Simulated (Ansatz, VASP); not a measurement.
## KTaO3 in VASP and in Ansatz

POSCAR

```
KTaO3
1.0
    3.9883000000      0.0000000000      0.0000000000
    0.0000000000      3.9883000000      0.0000000000
    0.0000000000      0.0000000000      3.9883000000
K Ta O
1 1 3
Direct
    0.5000000000      0.5000000000      0.5000000000
    0.0000000000      0.0000000000      0.0000000000
    0.5000000000      0.0000000000      0.0000000000
    0.0000000000      0.5000000000      0.0000000000
    0.0000000000      0.0000000000      0.5000000000
```

The input INCAR.step1:

```
ALGO = Normal
EDIFF = 1E-4
ENCUT = 600
GGA = PE
ISMEAR = 0
LASPH = T
LCHARG = F
LREAL = F
LWAVE = T
NELM = 100
PREC = Accurate
SIGMA = 0.02
```

INCAR.step2

```
ALGO = Normal
EDIFF = 1E-7
EDIFFG = -0.005
ENCUT = 600
IBRION = 2
ISIF = 3
ISMEAR = 0
ISTART = 1
LASPH = T
LCHARG = F
LMIXTAU = T
LREAL = F
LWAVE = F
METAGGA = R2SCAN
NELM = 100
NSW = 100
PREC = Accurate
SIGMA = 0.02
```

The input KPOINTS:

```
k-points
0
Gamma
  6 6 6
```

Input for Ansatz:

```yaml
crystal:
  lattice:
    - [3.9883, 0.0, 0.0]
    - [0.0, 3.9883, 0.0]
    - [0.0, 0.0, 3.9883]
  atoms:
    - { symbol: K, position: [0.5, 0.5, 0.5] }
    - { symbol: Ta, position: [0.0, 0.0, 0.0] }
    - { symbol: O, position: [0.5, 0.0, 0.0] }
    - { symbol: O, position: [0.0, 0.5, 0.0] }
    - { symbol: O, position: [0.0, 0.0, 0.5] }
basis:
  ecutwfc: 500
kpoints:
  mp_grid: { grid: [6, 6, 6] }
hamiltonian:
  xc: r2scan
scf:
  occupations: { method: gaussian, width: 0.02 }
output:
  forces: true
  stress: true
  eigenvalues: true
relax:
  adjacent_minimum: "off"
  f_tol: 0.005
  max_steps: 80
  cell: { stress_tol: 0.05 }
```

Alike in both runs: task relaxation of cell and atoms; functional r2SCAN; k mesh 6 × 6 × 6; occupations gaussian, width 0.02 eV; no spin polarisation.

```csv
,VASP,Ansatz
version,VASP 6.6.1,Ansatz 0.2.0
potentials or method,"VASP PAW PBE potentials, release 64 (K_sv, Ta_pv, O)","scalar-relativistic, plane waves, PAW"
plane-wave cutoff (eV),600,500
valence electrons in the cell,38,40
```

```tsv
	VASP	Ansatz	Ansatz less VASP
gap on the k mesh at the Fermi level, each at its own relaxed structure (eV)	2.59	2.63	+0.038
relaxed volume (Å³/atom)	12.75	12.71	-0.044
relaxed cell length with the largest relative difference (Å)	3.995	3.990	-0.0046
```

The two sets of potentials don't hold the same shells in valence.

Caveats: the PAW data sets were made with another functional, which shifts forces and pressure a little (VASP); spin-orbit coupling is left out, which moves the levels of the heavy elements. r2SCAN opens gaps a little over a GGA but as a rule still falls short of measured ones. Zero-point motion and thermal expansion aren't in these numbers.
